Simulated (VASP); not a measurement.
# WS2 (Tungstenite) (P6_3/mmc) in VASP: settings compared

The runs below take WS2 (Tungstenite) through dielectric tensor, band structure, with PBE+D3(BJ), PBE.

All numbers are computed with VASP 6.6.1; they aren't measurements. Logs are shortened: lines on timing, memory, paths and dates and some standing lists are left out, and cuts for length are marked.

## 1. Starting point

It takes space group P6_3/mmc (No. 194, hexagonal). Conventional cell: a = 3.154 Å, b = 3.154 Å, c = 12.141 Å, α = 90.00°, β = 90.00°, γ = 120.00°. W (site symmetry -6m2) is surrounded by 6 S at 2.41 Å. Around S (site symmetry 3m) lie 3 W at 2.41 Å.

## 2. Dielectric tensor, PBE+D3(BJ)

File INCAR:

```
PREC = Accurate
ENCUT = 600
EDIFF = 1E-8
ISMEAR = 0
SIGMA = 0.03
LREAL = F
LASPH = T
NELM = 80
ALGO = Normal
ISIF = 2
LWAVE = F
LCHARG = F
GGA = PE
IVDW = 12
LEPSILON = T
KPAR = 2
```

File KPOINTS:

```
Automatic mesh
0
Gamma
  15 15 3
```

File POSCAR:

```
WS2                                     
1.0
    3.1541183857     -0.0000000000      0.0000000000
   -1.5770591929      2.7315466486      0.0000000000
    0.0000000000      0.0000000000     12.1413311243
  W               S             
     2     4
Direct
     0.3333333332999970    0.6666666667000030    0.2500000000000000
     0.6666666667000030    0.3333333332999970    0.7500000000000000
     0.3333333332999970    0.6666666667000030    0.6203033887479993
     0.6666666667000030    0.3333333332999970    0.1203033887479993
     0.3333333332999970    0.6666666667000030    0.8796966112520007
     0.6666666667000030    0.3333333332999970    0.3796966112520007
```

Potentials or basis: VASP PAW PBE potentials, release 64 (W_sv, S).

Run with:

```bash
> cat potpaw_PBE.64/W_sv/POTCAR potpaw_PBE.64/S/POTCAR > POTCAR
> mpirun -np 2 vasp_std > vasp.out
```

OUTCAR:

```text
PREC = Accurate
   ENCUT = 600
   EDIFF = 1E-8
   ISMEAR = 0
   LREAL = F
   LASPH = T
   NELM = 80
   ISIF = 2
   GGA = PE
   IVDW = 12
   LEPSILON = T
 IVDW          = 12

 ion  position               nearest neighbor table
   1  0.333  0.667  0.250-   4 2.41   6 2.41   4 2.41   6 2.41   4 2.41   6 2.41
   2  0.667  0.333  0.750-   3 2.41   5 2.41   3 2.41   5 2.41   3 2.41   5 2.41
   3  0.333  0.667  0.620-   2 2.41   2 2.41   2 2.41
   4  0.667  0.333  0.120-   1 2.41   1 2.41   1 2.41
   5  0.333  0.667  0.880-   2 2.41   2 2.41   2 2.41
   6  0.667  0.333  0.380-   1 2.41   1 2.41   1 2.41

  LATTYP: Found a hexagonal cell.
 ALAT       =     3.1541183857
 C/A-ratio  =     3.8493580898

  Lattice vectors:

 A1 = (   3.1541183857,   0.0000000000,   0.0000000000)
 A2 = (  -1.5770591929,   2.7315466486,   0.0000000000)
 A3 = (   0.0000000000,   0.0000000000,  12.1413311243)

Analysis of symmetry for initial positions (statically):
=====================================================================
 Subroutine PRICEL returns:
 Original cell was already a primitive cell.

 Routine SETGRP: Setting up the symmetry group for a
 hexagonal supercell.

 Subroutine GETGRP returns: Found 24 space group operations
 (whereof 12 operations were pure point group operations)
 out of a pool of 24 trial point group operations.

The static configuration has the point symmetry D_3d.
 The point group associated with its full space group is D_6h.

Analysis of symmetry for dynamics (positions and initial velocities):
=====================================================================
 Subroutine PRICEL returns:
 Original cell was already a primitive cell.

 Routine SETGRP: Setting up the symmetry group for a
 hexagonal supercell.

 Subroutine GETGRP returns: Found 24 space group operations
 (whereof 12 operations were pure point group operations)
 out of a pool of 24 trial point group operations.

The dynamic configuration has the point symmetry D_3d.
 The point group associated with its full space group is D_6h.

 Subroutine INISYM returns: Found 24 space group operations
 (whereof 12 operations are pure point group operations),
 and found     1 'primitive' translations

----------------------------------------------------------------------------------------

                                     Primitive cell

  volume of cell :     104.6051

  direct lattice vectors                    reciprocal lattice vectors
     3.154118386  0.000000000  0.000000000     0.317045804  0.183046480  0.000000000
    -1.577059193  2.731546649  0.000000000     0.000000000  0.366092961  0.000000000
     0.000000000  0.000000000 12.141331124     0.000000000  0.000000000  0.082363292

  length of vectors
     3.154118386  3.154118386 12.141331124     0.366092961  0.366092961  0.082363292

  position of ions in fractional coordinates (direct lattice)
     0.333333333  0.666666667  0.250000000
     0.666666667  0.333333333  0.750000000
     0.333333333  0.666666667  0.620303389
     0.666666667  0.333333333  0.120303389
     0.333333333  0.666666667  0.879696611
     0.666666667  0.333333333  0.379696611

  ion indices of the primitive-cell ions
   primitive index   ion index
                 1           1
                 2           2
                 3           3
                 4           4
                 5           5
                 6           6

----------------------------------------------------------------------------------------

 KPOINTS: Automatic mesh

Automatic generation of k-mesh.
 Grid dimensions read from file:
 generate k-points for:   15   15    3

 Generating k-lattice:

  Cartesian coordinates                     Fractional coordinates (reciprocal lattice)
     0.021136387  0.012203099  0.000000000     0.066666667  0.000000000  0.000000000
     0.000000000  0.024406197  0.000000000     0.000000000  0.066666667  0.000000000
     0.000000000  0.000000000  0.027454431     0.000000000  0.000000000  0.333333333

  Length of vectors
     0.024406197  0.024406197  0.027454431

  Shift w.r.t. Gamma in fractional coordinates (k-lattice)
     0.000000000  0.000000000  0.000000000

 Subroutine IBZKPT returns following result:
 ===========================================

 Found     54 irreducible k-points:

 Following reciprocal coordinates:
            Coordinates               Weight
  0.000000  0.000000  0.000000      1.000000
  0.066667 -0.000000  0.000000      6.000000
  0.133333  0.000000  0.000000      6.000000
  0.200000  0.000000  0.000000      6.000000
  0.266667  0.000000  0.000000      6.000000
  0.333333  0.000000  0.000000      6.000000
[... 16 lines left out ...]
  0.333333  0.200000  0.000000     12.000000
  0.400000  0.200000  0.000000      6.000000
[... 29 lines left out ...]
   PSTRESS=    0.0 pullay stress
   NELECT =      52.0000    total number of electrons
   NUPDOWN=      -1.0000    fix difference up-down
   EMIN   =  10.00;   EMAX   =-10.00  energy-range for DOS
   EFERMI =   0.00;   METHOD = LEGACY
   ISMEAR =     0;   SIGMA  =   0.03  broadening in eV -4-tet -1-fermi 0-gaus
   EFERMI_NEDOS =   21; number of points for ismear=-14 and -15
   IALGO  =     38    algorithm
   IMIX   =      4    mixing-type and parameters
     AMIX     =   0.40;   BMIX     =  1.00
     AMIX_MAG =   1.60;   BMIX_MAG =  1.00
  volume/ion in A,a.u.               =      17.43       117.65
  Fermi-wavevector in a.u.,A,eV,Ry     =   1.296856  2.450702 22.882749  1.681835
  Thomas-Fermi vector in A             =   2.428285
   LORBIT       =      0    0 simple, 1 ext, 2 COOP (PROOUT), +10 PAW based schemes
   GGA     = PE    functional components
   LHFCALC =     F    Hartree Fock is set to
   AEXX    =    0.0000 exact exchange contribution
   IVDW    =    12    specifies the selected vdW correction
   LEPSILON=     T    determine dielectric tensor
   LRPA    =     F    only Hartree local field effects (RPA)
 non-spin polarized calculation
 Gauss-broadening in eV      SIGMA  =   0.03
  energy-cutoff  :      600.00
  volume of cell :      104.61
 maximum number of plane-waves:      3505
 NGX is ok and might be reduce to    28
   NGX = 13   NGY = 13   NGZ = 49

--------------------------------------- Ionic step        1  -------------------------------------------

 number of electron      51.9999997 magnetization

 E-fermi :   7.9197     XC(G=0): -11.0779

 val. band max:        7.7297778502   @ k =   0.0000   0.0000   0.0000
 cond. band min:       8.6769282166   @ k =   0.2000   0.1333   0.0000
 fundamental gap:      0.9471503664
 Fermi energy:         7.9196722002

 k-point     1 :       0.0000    0.0000    0.0000
  band No.  band energies     occupation
      1     -66.9199      2.00000
      2     -66.9199      2.00000
      3     -31.1773      2.00000
      4     -31.1772      2.00000
      5     -30.9993      2.00000
      6     -30.9993      2.00000
[... 805 lines left out ...]
     30      10.7242      0.00000
     31      10.7528      0.00000

 [... further k-points ...]

  FORCE on cell =-STRESS in cart. coord.  units (eV):
  Direction    XX          YY          ZZ          XY          YZ          ZX
  --------------------------------------------------------------------------------------
  -------------------------------------------------------------------------------------
  Total       0.00599     0.00599     0.00281    -0.00000     0.00000     0.00000
  in kB       0.09167     0.09167     0.04301    -0.00000     0.00000     0.00000
  external pressure =        0.08 kB  Pullay stress =        0.00 kB

 VOLUME and BASIS-vectors are now :
 -----------------------------------------------------------------------------
  energy-cutoff  :      600.00
  volume of cell :      104.61
      direct lattice vectors                 reciprocal lattice vectors
     3.154118386  0.000000000  0.000000000     0.317045804  0.183046480  0.000000000
    -1.577059193  2.731546649  0.000000000     0.000000000  0.366092961  0.000000000
     0.000000000  0.000000000 12.141331124     0.000000000  0.000000000  0.082363292

 POSITION                                       TOTAL-FORCE (eV/Angst)
 -----------------------------------------------------------------------------------
     -0.00000      1.82103      3.03533        -0.000000     -0.000000      0.000000
      1.57706      0.91052      9.10600         0.000000      0.000000      0.000000
     -0.00000      1.82103      7.53131         0.000000     -0.000000     -0.001876
      1.57706      0.91052      1.46064        -0.000000      0.000000     -0.001876
     -0.00000      1.82103     10.68069         0.000000     -0.000000      0.001876
      1.57706      0.91052      4.61002         0.000000      0.000000      0.001876
 -----------------------------------------------------------------------------------
    total drift:                               -0.000000      0.000000     -0.000000

  FREE ENERGIE OF THE ION-ELECTRON SYSTEM (eV)
  ---------------------------------------------------
  free  energy   TOTEN  =       -49.8016681577 eV

  energy  without entropy=      -49.8016681577  energy(sigma->0) =      -49.80166816

 HEAD OF MICROSCOPIC STATIC DIELECTRIC TENSOR (INDEPENDENT PARTICLE, excluding Hartree and local field effects)
 ------------------------------------------------------
          14.780161    -0.000000     0.000000
          -0.000000    14.780161     0.000000
           0.000000     0.000000     9.701174
 ------------------------------------------------------

 Free energy of the ion-electron system (eV)
  ---------------------------------------------------
  ---------------------------------------------------
  free energy    TOTEN  =        -4.02797526 eV

  energy without entropy =       -4.02797526

------------------------ aborting loop because EDIFF is reached ----------------------------------------

 Edisp (eV)   -2.61060

 E8    (eV) :    -1.0971
[... 7 lines left out ...]
 E8    (eV) :    -1.0971

--------------------------------------- Ionic step        3  -------------------------------------------

 Free energy of the ion-electron system (eV)
  ---------------------------------------------------
  ---------------------------------------------------
  free energy    TOTEN  =        -1.72579194 eV

  energy without entropy =       -1.72579194

------------------------ aborting loop because EDIFF is reached ----------------------------------------

 Edisp (eV)   -2.61060

 E8    (eV) :    -1.0971

 PIEZOELECTRIC TENSOR FIELD DIRECTION 3  (e Angst)
 -----------------------------------------------------------------------------
     0.00061  0.00000 -0.00000           (  0.00001 -0.00000  0.00000)
    -0.00000  0.00061 -0.00000           ( -0.00000  0.00001  0.00000)
     0.00000  0.00000 -0.00287           ( -0.00000  0.00000  0.00000)

 PIEZOELECTRIC TENSOR FIELD DIRECTION 3  (C/m^2)
 -----------------------------------------------------------------------------
     0.00009  0.00000 -0.00000
    -0.00000  0.00009 -0.00000
     0.00000  0.00000 -0.00044

 MACROSCOPIC STATIC DIELECTRIC TENSOR (including local field effects in DFT)
 ------------------------------------------------------
          14.079942    -0.000000     0.000000
          -0.000000    14.079942     0.000000
          -0.000000    -0.000000     6.609024
 ------------------------------------------------------

 PIEZOELECTRIC TENSOR (including local field effects)  for field in x, y, z        (e  Angst)
          XX          YY          ZZ          XY          YZ          ZX
  --------------------------------------------------------------------------------
  x     0.00000     0.00000     0.00000     0.00000     0.00000     0.00000
  y     0.00000     0.00000     0.00000     0.00000     0.00000     0.00000
  z     0.00000     0.00000     0.00000     0.00000     0.00000     0.00000

 PIEZOELECTRIC TENSOR (including local field effects)  for field in x, y, z        (C/m^2)
          XX          YY          ZZ          XY          YZ          ZX
  --------------------------------------------------------------------------------
  x     0.00000     0.00000     0.00000     0.00000     0.00000     0.00000
  y     0.00000     0.00000     0.00000     0.00000     0.00000     0.00000
  z     0.00000     0.00000     0.00000     0.00000     0.00000     0.00000

 BORN EFFECTIVE CHARGES (including local field effects) (in |e|, cummulative output)
 ---------------------------------------------------------------------------------
 ion    1
    1    -0.52908     0.00000     0.00000
    2     0.00000    -0.52908     0.00000
    3     0.00000     0.00000    -0.47700
 ion    2
    1    -0.52908     0.00000     0.00000
    2     0.00000    -0.52908     0.00000
    3     0.00000     0.00000    -0.47700
 ion    3
    1     0.26454    -0.00000     0.00000
    2    -0.00000     0.26454     0.00000
    3    -0.00000     0.00000     0.23850
 ion    4
    1     0.26454    -0.00000     0.00000
    2    -0.00000     0.26454    -0.00000
    3     0.00000     0.00000     0.23850
 ion    5
    1     0.26454    -0.00000     0.00000
    2    -0.00000     0.26454    -0.00000
    3     0.00000    -0.00000     0.23850
 ion    6
    1     0.26454    -0.00000     0.00000
    2    -0.00000     0.26454     0.00000
    3    -0.00000     0.00000     0.23850
```

Run time: 22 min. Hardware: 2 MPI ranks of Intel Xeon 6975P-C (Granite Rapids), shared host; peak memory 1.1 GiB.

What came out:

```
Band gap on the k mesh                  : 0.95 eV, indirect (least direct gap 1.83 eV)
Electronic dielectric tensor (diagonal) : 14.08, 14.08, 6.61
Born charges (mean of the diagonal)     : W -0.51; S +0.26 e
Dispersion energy per atom              : -0.435 eV
```

Levels at points of the mesh, in eV from the valence-band top:
| k point | band 22 | band 23 | band 24 | band 25 | band 26 | band 27 | band 28 | band 29 | band 30 | band 31 |
| --- | --- | --- | --- | --- | --- | --- | --- | --- | --- | --- |
| (0.00, 0.00, 0.00) | -2.20 | -2.20 | -1.42 | -1.28 | 0.00 | 2.26 | 2.27 | 2.28 | 2.28 | 2.28 |

Electronic dielectric tensor:
```
14.08  0.00  0.00
 0.00 14.08  0.00
 0.00  0.00  6.61
```

Born effective charge tensors (e):
atom 1, W
```
-0.53  0.00  0.00
 0.00 -0.53  0.00
 0.00  0.00 -0.48
```
atom 2, W
```
-0.53  0.00  0.00
 0.00 -0.53  0.00
 0.00  0.00 -0.48
```
atom 3, S
```
0.26 0.00 0.00
0.00 0.26 0.00
0.00 0.00 0.24
```
atom 4, S
```
0.26 0.00 0.00
0.00 0.26 0.00
0.00 0.00 0.24
```
atom 5, S
```
0.26 0.00 0.00
0.00 0.26 0.00
0.00 0.00 0.24
```
atom 6, S
```
0.26 0.00 0.00
0.00 0.26 0.00
0.00 0.00 0.24
```

Caveat: spin-orbit coupling is left out, which moves the levels of the heavy elements; an odd mesh through Γ misses points on the zone boundary, where band edges often lie. PBE gaps usually lie below the measured ones, often by a third to a half.

(Continued in part 2 of 2.)
